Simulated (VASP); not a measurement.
# BN (Qingsongite) (F-43m) in VASP: a series of runs

The runs below take BN (Qingsongite) through single point, with revPBE+D3(BJ), PBE+D4, PBEsol.

All numbers are computed with VASP 6.6.1; they aren't measurements. Logs are shortened: lines on timing, memory, paths and dates and some standing lists are left out, and cuts for length are marked.

**Measured values to compare with.**

From a printed reference work, monograph, for a bulk crystal of BN at 300 K: band gap 6.4 eV (indirect).

How close the calculation comes is told below.

## Step 1: The cell of the first run

Symmetry: F-43m, No. 216, cubic system. The conventional cell has a = 3.602 Å, b = 3.602 Å, c = 3.602 Å, α = 90.00°, β = 90.00°, γ = 90.00°. B (site symmetry -43m) has 4 N at 1.56 Å within 2.1 Å. Within 2.1 Å of N (site symmetry -43m) lie 4 B at 1.56 Å.

## Step 2: Single point, revPBE+D3(BJ)

Contents of INCAR:

```
ALGO = Normal
EDIFF = 1E-6
ENCUT = 600
GGA = RE
GGA_COMPAT = False
ISIF = 2
ISMEAR = 1
IVDW = 12
LASPH = True
LCHARG = False
LREAL = False
LWAVE = False
NBANDS = 11
NELM = 120
PREC = Accurate
SIGMA = 0.01
```

Contents of KPOINTS:

```
k-points
0
Gamma
  8 8 8
```

Contents of POSCAR:

```
BN
1.0
    0.0000000000      1.8009200974      1.8009200974
    1.8009200974      0.0000000000      1.8009200974
    1.8009200974      1.8009200974      0.0000000000
B N
1 1
Direct
    0.0000000000      0.0000000000      0.0000000000
    0.2500000000      0.2500000000      0.2500000000
```

Potentials or basis: VASP PAW PBE potentials, release 64 (B, N).

The run is started by

```
$ cat potpaw_PBE.64/B/POTCAR potpaw_PBE.64/N/POTCAR > POTCAR
$ mpirun -np 1 vasp_std > vasp.out
```

OUTCAR:

```text
EDIFF = 1E-6
   ENCUT = 600
   GGA = RE
   ISIF = 2
   ISMEAR = 1
   IVDW = 12
   LASPH = True
   LREAL = False
   NELM = 120
   PREC = Accurate
 IVDW          = 12

 ion  position               nearest neighbor table
   1  0.000  0.000  0.000-   2 1.56   2 1.56   2 1.56   2 1.56
   2  0.250  0.250  0.250-   1 1.56   1 1.56   1 1.56   1 1.56

  LATTYP: Found a face centered cubic cell.
 ALAT       =     3.6018401948

  Lattice vectors:

 A1 = (   0.0000000000,   1.8009200974,   1.8009200974)
 A2 = (   1.8009200974,   0.0000000000,   1.8009200974)
 A3 = (   1.8009200974,   1.8009200974,   0.0000000000)

Analysis of symmetry for initial positions (statically):
=====================================================================
 Subroutine PRICEL returns:
 Original cell was already a primitive cell.

 Routine SETGRP: Setting up the symmetry group for a
 face centered cubic supercell.

 Subroutine GETGRP returns: Found 24 space group operations
 (whereof 24 operations were pure point group operations)
 out of a pool of 48 trial point group operations.

The static configuration has the point symmetry T_d .

Analysis of symmetry for dynamics (positions and initial velocities):
=====================================================================
 Subroutine PRICEL returns:
 Original cell was already a primitive cell.

 Routine SETGRP: Setting up the symmetry group for a
 face centered cubic supercell.

 Subroutine GETGRP returns: Found 24 space group operations
 (whereof 24 operations were pure point group operations)
 out of a pool of 48 trial point group operations.

The dynamic configuration has the point symmetry T_d .

 Subroutine INISYM returns: Found 24 space group operations
 (whereof 24 operations are pure point group operations),
 and found     1 'primitive' translations

----------------------------------------------------------------------------------------

                                     Primitive cell

  volume of cell :      11.6819

  direct lattice vectors                    reciprocal lattice vectors
     0.000000000  1.800920097  1.800920097    -0.277635860  0.277635860  0.277635860
     1.800920097  0.000000000  1.800920097     0.277635860 -0.277635860  0.277635860
     1.800920097  1.800920097  0.000000000     0.277635860  0.277635860 -0.277635860

  length of vectors
     2.546885626  2.546885626  2.546885626     0.480879415  0.480879415  0.480879415

  position of ions in fractional coordinates (direct lattice)
     0.000000000  0.000000000  0.000000000
     0.250000000  0.250000000  0.250000000

  ion indices of the primitive-cell ions
   primitive index   ion index
                 1           1
                 2           2

----------------------------------------------------------------------------------------

 KPOINTS: k-points

Automatic generation of k-mesh.
 Grid dimensions read from file:
 generate k-points for:    8    8    8

 Generating k-lattice:

  Cartesian coordinates                     Fractional coordinates (reciprocal lattice)
    -0.034704482  0.034704482  0.034704482     0.125000000  0.000000000  0.000000000
     0.034704482 -0.034704482  0.034704482     0.000000000  0.125000000  0.000000000
     0.034704482  0.034704482 -0.034704482     0.000000000  0.000000000  0.125000000

  Length of vectors
     0.060109927  0.060109927  0.060109927

  Shift w.r.t. Gamma in fractional coordinates (k-lattice)
     0.000000000  0.000000000  0.000000000

 Subroutine IBZKPT returns following result:
 ===========================================

 Found     29 irreducible k-points:

 Following reciprocal coordinates:
            Coordinates               Weight
  0.000000  0.000000  0.000000      1.000000
  0.125000  0.000000  0.000000      8.000000
  0.250000  0.000000  0.000000      8.000000
  0.375000  0.000000  0.000000      8.000000
  0.500000  0.000000  0.000000      4.000000
  0.125000  0.125000  0.000000      6.000000
[... 16 lines left out ...]
  0.500000  0.250000  0.125000     48.000000
 -0.375000  0.250000  0.125000     24.000000
 [... further k-points ...]
   k-points           NKPTS =     29   k-points in BZ     NKDIM =     29   number of bands    NBANDS=     11
   number of dos      NEDOS =    301   number of ions     NIONS =      2
   total plane-waves  NPLWV =   8000
   dimension x,y,z NGX =    20 NGY =   20 NGZ =   20
   dimension x,y,z NGXF=    40 NGYF=   40 NGZF=   40
   ions per type =               1   1
   NGX,Y,Z   is equivalent  to a cutoff of  13.05, 13.05, 13.05 a.u.
   NGXF,Y,Z  is equivalent  to a cutoff of  26.11, 26.11, 26.11 a.u.
 SYSTEM =  unknown system
   PREC   = accura    normal or accurate (medium, high low for compatibility)
   ISTART =      0    job   : 0-new  1-cont  2-samecut
   ICHARG =      2    charge: 1-file 2-atom 10-const
   ISPIN  =      1    spin polarized calculation?
   LNONCOLLINEAR =      F non collinear calculations
   LSORBIT =      F    spin-orbit coupling
   LASPH  =      T    aspherical Exc in radial PAW
   ENCUT  =  600.0 eV  44.10 Ry    6.64 a.u.   5.09  5.09  5.09*2*pi/ulx,y,z
   NELM   =    120;   NELMIN=  2; NELMDL= -5     # of ELM steps
   EDIFF  = 0.1E-05   stopping-criterion for ELM
   LREAL  =      F    real-space projection
   EDIFFG = 0.1E-04   stopping-criterion for IOM
   NSW    =      0    number of steps for IOM
   IBRION =     -1    ionic relax: 0-MD 1-quasi-New 2-CG
   NFREE  =      0    steps in history (QN), initial steepest desc. (CG)
   ISIF   =      2    stress and relaxation
   ISYM   =      2    0-nonsym 1-usesym 2-fastsym
   POTIM  = 0.5000    time-step for ionic-motion
   TEBEG  =    0.0;   TEEND  =   0.0 temperature during run
   PSTRESS=    0.0 pullay stress
   NELECT =       8.0000    total number of electrons
   NUPDOWN=      -1.0000    fix difference up-down
   EMIN   =  10.00;   EMAX   =-10.00  energy-range for DOS
   EFERMI =   0.00;   METHOD = LEGACY
   ISMEAR =     1;   SIGMA  =   0.01  broadening in eV -4-tet -1-fermi 0-gaus
   EFERMI_NEDOS =   21; number of points for ismear=-14 and -15
   IALGO  =     38    algorithm
   IMIX   =      4    mixing-type and parameters
     AMIX     =   0.40;   BMIX     =  1.00
     AMIX_MAG =   1.60;   BMIX_MAG =  1.00
  volume/ion in A,a.u.               =       5.84        39.42
  Fermi-wavevector in a.u.,A,eV,Ry     =   1.443002  2.726879 28.330811  2.082256
  Thomas-Fermi vector in A             =   2.561459
   LORBIT       =      0    0 simple, 1 ext, 2 COOP (PROOUT), +10 PAW based schemes
   GGA     = RE    functional components
   LHFCALC =     F    Hartree Fock is set to
   AEXX    =    0.0000 exact exchange contribution
   IVDW    =    12    specifies the selected vdW correction
   LEPSILON=     F    determine dielectric tensor
   LRPA    =     F    only Hartree local field effects (RPA)
 non-spin polarized calculation
 Methfessel and Paxton  Order N= 1 SIGMA  =   0.01
  energy-cutoff  :      600.00
  volume of cell :       11.68
 maximum number of plane-waves:       399
   NGX = 11   NGY = 11   NGZ = 11

 number of electron       7.9999999 magnetization

 Free energy of the ion-electron system (eV)
  ---------------------------------------------------
  ext. energy  EPLUGINS =         0.00000000
  ---------------------------------------------------
  free energy    TOTEN  =       -16.76210551 eV

  energy without entropy =      -16.76210890  energy(sigma->0) =      -16.76210664

 E-fermi :   7.6352     XC(G=0): -12.8108

 val. band max:        7.6268003556   @ k =   0.0000   0.0000   0.0000
 cond. band min:      12.1135292582   @ k =   0.5000   0.5000   0.0000
 fundamental gap:      4.4867289026
 Fermi energy:         7.6352187065

 k-point     1 :       0.0000    0.0000    0.0000
  band No.  band energies     occupation
      1     -12.7831      2.00000
      2       7.6268      2.00001
      3       7.6268      2.00001
      4       7.6268      1.99998
      5      16.5435      0.00000
      6      16.5435      0.00000
      7      16.5435      0.00000
      8      18.1464      0.00000
      9      32.6795      0.00000
     10      35.4652      0.00000
     11      35.4652      0.00000

 k-point     2 :       0.1250    0.0000    0.0000
  band No.  band energies     occupation
      1     -12.4010      2.00000
      2       5.7310      2.00000
      3       7.2424      2.00000
      4       7.2424      2.00000
      5      16.9324      0.00000
      6      17.1217      0.00000
      7      17.1217      0.00000
      8      19.3283      0.00000
      9      32.1933      0.00000
     10      32.3665      0.00000
     11      32.3665      0.00000

 k-point     3 :       0.2500    0.0000    0.0000
  band No.  band energies     occupation
      1     -11.2914      2.00000
      2       2.0917      2.00000
      3       6.4871      2.00000
      4       6.4871      2.00000
      5      17.4022      0.00000
      6      18.0779      0.00000
      7      18.0779      0.00000
      8      21.3817      0.00000
      9      31.3163      0.00000
     10      31.3210      0.00000
     11      31.3210      0.00000

 k-point     4 :       0.3750    0.0000    0.0000
  band No.  band energies     occupation
      1      -9.6516      2.00000
      2      -1.3940      2.00000
      3       5.8855      2.00000
      4       5.8855      2.00000
      5      17.7695      0.00000
      6      18.4328      0.00000
      7      18.4328      0.00000
      8      22.6714      0.00000
      9      31.1346      0.00000
     10      32.9047      0.00000
     11      32.9047      0.00000
[... 239 lines left out ...]
 k-point    22 :       0.3750    0.2500    0.1250
  band No.  band energies     occupation
      1     -10.3455      2.00000
      2       1.8671      2.00000
      3       3.6436      2.00000
      4       5.5838      2.00000
      5      16.2876      0.00000
      6      19.6246      0.00000
      7      20.3784      0.00000
      8      21.1139      0.00000
      9      27.2836      0.00000
     10      33.5475      0.00000
     11      35.2356      0.00000

 k-point    23 :       0.5000    0.2500    0.1250
  band No.  band energies     occupation
      1      -8.8136      2.00000
      2      -0.6807      2.00000
      3       2.8228      2.00000
      4       4.6465      2.00000
      5      17.1032      0.00000
      6      19.1223      0.00000
      7      21.5348      0.00000
      8      22.4467      0.00000
      9      27.9303      0.00000
     10      33.0841      0.00000
     11      35.4064      0.00000

 k-point    24 :      -0.3750    0.2500    0.1250
  band No.  band energies     occupation
      1      -7.8151      2.00000
      2      -2.1705      2.00000
      3       2.7506      2.00000
      4       4.1383      2.00000
      5      17.2956      0.00000
      6      18.9339      0.00000
      7      22.1837      0.00000
      8      23.6056      0.00000
      9      27.2831      0.00000
     10      33.7385      0.00000
     11      35.3717      0.00000

 [... further k-points ...]

------------------------ aborting loop because EDIFF is reached ----------------------------------------

 Edisp (eV)   -0.87174

 E8    (eV) :    -0.5119

  FORCE on cell =-STRESS in cart. coord.  units (eV):
  Direction    XX          YY          ZZ          XY          YZ          ZX
  --------------------------------------------------------------------------------------
  -------------------------------------------------------------------------------------
  Total       0.00321     0.00321     0.00321    -0.00000     0.00000    -0.00000
  in kB       0.44007     0.44007     0.44007    -0.00000     0.00000    -0.00000
  external pressure =        0.44 kB  Pullay stress =        0.00 kB

 VOLUME and BASIS-vectors are now :
 -----------------------------------------------------------------------------
  energy-cutoff  :      600.00
  volume of cell :       11.68
      direct lattice vectors                 reciprocal lattice vectors
     0.000000000  1.800920097  1.800920097    -0.277635860  0.277635860  0.277635860
     1.800920097  0.000000000  1.800920097     0.277635860 -0.277635860  0.277635860
     1.800920097  1.800920097  0.000000000     0.277635860  0.277635860 -0.277635860

 POSITION                                       TOTAL-FORCE (eV/Angst)
 -----------------------------------------------------------------------------------
      0.00000      0.00000      0.00000        -0.000000     -0.000000     -0.000000
      0.90046      0.90046      0.90046         0.000000      0.000000      0.000000
 -----------------------------------------------------------------------------------
    total drift:                                0.000000      0.000000      0.000000

  FREE ENERGIE OF THE ION-ELECTRON SYSTEM (eV)
  ---------------------------------------------------
  free  energy   TOTEN  =       -17.6338480749 eV

  energy  without entropy=      -17.6338514721  energy(sigma->0) =      -17.63384921
```

Wall time 6.7 s (1 thread of Intel Xeon 8259CL, shared host); peak memory 0.13 GiB.

What came out:

```yaml
Free_energy: -17.6338 eV
Pressure: 0.0 GPa
Band_gap_on_the_k_mesh: 4.49 eV, indirect (least direct gap 8.92 eV)
Dispersion_energy_per_atom: -0.436 eV
```

Caveat: the PAW data sets were made with another functional, which shifts forces and pressure a little.

## Step 3: Single point, PBE+D4

This run uses another cell than the first one, of 5.87 Å³/atom, 1.004 times its volume.

Contents of INCAR:

```
SYSTEM = BN
PREC = Accurate ; ENCUT = 600
EDIFF = 1E-6 ; ISMEAR = 1
SIGMA = 0.01 ; LREAL = .False.
LASPH = .True. ; NELM = 120
ALGO = Normal ; ISIF = 2
LWAVE = .False. ; LCHARG = .False.
GGA = PE ; IVDW = 13
NBANDS = 11 ; GGA_COMPAT = .False.
```

Contents of KPOINTS:

```
regular mesh
0
Gamma
  8 8 8
  0 0 0
```

Contents of POSCAR:

```
BN
1.0
    0.0000000000      1.8034628735      1.8034628735
    1.8034628735      0.0000000000      1.8034628735
    1.8034628735      1.8034628735      0.0000000000
B N
1 1
Direct
    0.0000000000      0.0000000000      0.0000000000
    0.2500000000      0.2500000000      0.2500000000
```

Potentials or basis: VASP PAW PBE potentials, release 64 (B, N).

The run is started by

```
$ cat potpaw_PBE.64/B/POTCAR potpaw_PBE.64/N/POTCAR > POTCAR
$ mpirun -np 1 vasp_std > vasp.out
```

Wall time 11 s (1 thread of Intel Xeon 8259CL, shared host); peak memory 0.12 GiB.

It converged, with:

```yaml
Free_energy: -17.9301 eV
Pressure: 0.0 GPa
Band_gap_on_the_k_mesh: 4.47 eV, indirect (least direct gap 8.85 eV)
Dispersion_energy_per_atom: -0.240 eV
```

Levels at points of the mesh, in eV from the valence-band top:
```csv
k point,band 1,band 2,band 3,band 4,band 5,band 6,band 7,band 8,band 9
"(0.00, 0.00, 0.00)",-20.31,0.00,0.00,0.00,8.85,8.85,8.85,10.46,24.88
"(0.50, 0.00, 0.00)",-16.06,-10.75,-1.95,-1.95,10.23,10.74,10.74,15.33,23.55
"(0.50, 0.50, 0.00)",-14.68,-8.96,-4.94,-4.94,4.47,9.27,18.02,18.02,20.90
```

## Step 4: Single point, PBEsol

This run uses another cell than the first one, of 5.86 Å³/atom, 1.003 times its volume.

Contents of INCAR:

```
  PREC = Accurate
  ENCUT = 600
  EDIFF = 1E-6
  ISMEAR = 1
  SIGMA = 0.01
  LREAL = F
  LASPH = T
  NELM = 120
  ALGO = Normal
  ISIF = 2
  LWAVE = F
  LCHARG = F
  GGA = PS
  NBANDS = 11
  GGA_COMPAT = F
```

Contents of KPOINTS:

```
regular mesh
0
Gamma
  8 8 8
```

Contents of POSCAR:

```
BN
1.0
    0.0000000000      1.8029086034      1.8029086034
    1.8029086034      0.0000000000      1.8029086034
    1.8029086034      1.8029086034      0.0000000000
B N
1 1
Direct
    0.0000000000      0.0000000000      0.0000000000
    0.2500000000      0.2500000000      0.2500000000
```

The run is started by

```
$ cat potpaw_PBE.64/B/POTCAR potpaw_PBE.64/N/POTCAR > POTCAR
$ mpirun -np 1 vasp_std > vasp.out
```

It took 5.9 s on 1 thread of Intel Xeon 8259CL, shared host; peak memory 0.12 GiB.

Results (log left out):

| Item | Value |
| --- | --- |
| Free energy | -18.3504 eV |
| Pressure | 0.3 GPa |
| Band gap on the k mesh | 4.28 eV, indirect (least direct gap 8.80 eV) |

Levels at points of the mesh, in eV from the valence-band top:
| k point | band 2 | band 3 | band 4 | band 5 | band 6 | band 7 |
| --- | --- | --- | --- | --- | --- | --- |
| (0.00, 0.00, 0.00) | 0.00 | 0.00 | 0.00 | 8.80 | 8.80 | 8.80 |
| (0.50, 0.00, 0.00) | -10.85 | -1.96 | -1.96 | 10.19 | 10.66 | 10.66 |
| (0.50, 0.50, 0.00) | -9.02 | -4.98 | -4.98 | 4.28 | 9.13 | 17.99 |

Caveat: the PAW data sets were made with another functional, which shifts forces and pressure a little.

## Step 5: Summary

| level | cell | gap on the mesh (eV) | pressure (GPa) |
| --- | --- | --- | --- |
| revPBE+D3(BJ) | a = 2.547 Å, angles 60.0°, 2 atoms | 4.49 | 0.0 |
| PBE+D4 | a = 2.550 Å, angles 60.0°, 2 atoms | 4.47 | 0.0 |
| PBEsol | a = 2.550 Å, angles 60.0°, 2 atoms | 4.28 | 0.3 |

Alike in all rows: task single point; potentials or basis VASP PAW PBE potentials, release 64 (B, N); no spin polarisation; k mesh 8 × 8 × 8; cutoff (eV) 600; smearing methfessel-paxton 0.01 eV.

Caveats: the PAW data sets were made with another functional, which shifts forces and pressure a little (some runs).

Total energies depend on the potentials used, so only differences within one code and one set of settings carry meaning.

## Step 6: Comparison with measurements

Step 2. A measured gap of BN is 6.4 eV (indirect; 300 K; a printed reference work, monograph); the calculated 4.49 eV misses it by -1.91 eV. The value is that of revPBE+D3(BJ) on a finite k mesh, which can miss the band edges, without temperature or zero-point motion. Semilocal functionals fall short of measured gaps as a rule.

Step 3. Measured gap of BN: 6.4 eV (indirect; 300 K; a printed reference work, monograph). This calculation gives 4.47 eV (-1.93 eV). The value is that of PBE+D4 on a finite k mesh, which can miss the band edges, without temperature or zero-point motion. Semilocal functionals fall short of measured gaps as a rule.

Step 4. Measured gap of BN: 6.4 eV (indirect; 300 K; a printed reference work, monograph). This calculation gives 4.28 eV (-2.12 eV). The value is that of PBEsol on a finite k mesh, which can miss the band edges, without temperature or zero-point motion. Semilocal functionals fall short of measured gaps as a rule.
